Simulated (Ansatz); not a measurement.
Contact densities of AgCl against volume

```
Ag Cl
1.0
     1.87091   -5.55660    0.00000
     1.87091    5.55660    0.00000
     0.00000    0.00000    3.92404
Ag Cl
2 2
Direct
  0.39656 0.60344 0.75000
  0.60344 0.39656 0.25000
  0.86545 0.13455 0.25000
  0.13455 0.86545 0.75000
```

Atoms are numbered in the order listed.

Structure from Materials Project entry mp-570858 (possibly hypothetical), not relaxed further.

These are results of Ansatz 0.2.0, DFT, PBE, all-electron PAW with datasets made for the crystal, scalar-relativistic, not measurements.

The runs use a Γ-centred 9×9×8 k mesh, Fermi–Dirac smearing of 0.03 eV, cutoff 260 eV (chosen by the program for this cell), no spin polarisation.

The contact density is the mean electron density over the nuclear volume; its changes follow the s electrons' response to bonding and compression. Changes below are taken from the unscaled cell, where it is 948352 e/Å³ at Ag1, 24122.6 e/Å³ at Cl3.

```csv
V/V(cell),P (GPa),Δρ(0) Ag1 (e/Å³),Δρ(0) Cl3 (e/Å³),Vzz Ag1 (10²¹ V/m²),Vzz Cl3 (10²¹ V/m²)
0.9400,5.7,4.09,-0.01,?,-5.51
0.9600,4.2,?,0.00,5.17,-5.51
0.9800,2.9,1.31,0.00,5.03,-5.50
0.9900,2.3,0.64,0.00,4.96,-5.50
1.0000,1.7,0.00,0.00,4.90,-5.50
1.0100,1.2,-0.63,0.00,4.83,-5.49
1.0200,0.7,-1.25,0.00,4.77,-5.49
1.0400,-0.3,-2.44,0.00,4.65,-5.48
1.0600,-1.1,?,0.00,4.53,-5.48
```

Question: Give the missing entry: row "0.9400", column "Vzz Ag1 (10²¹ V/m²)".

Answer: 5.32.

Question: What belongs in the row "1.0600", column "Δρ(0) Ag1 (e/Å³)"?

Answer: -3.59.

Question: Fill in "Δρ(0) Ag1 (e/Å³)" for the row "0.9600".

Answer: 2.66.

The datasets are made afresh for each cell, so very small changes are uncertain.
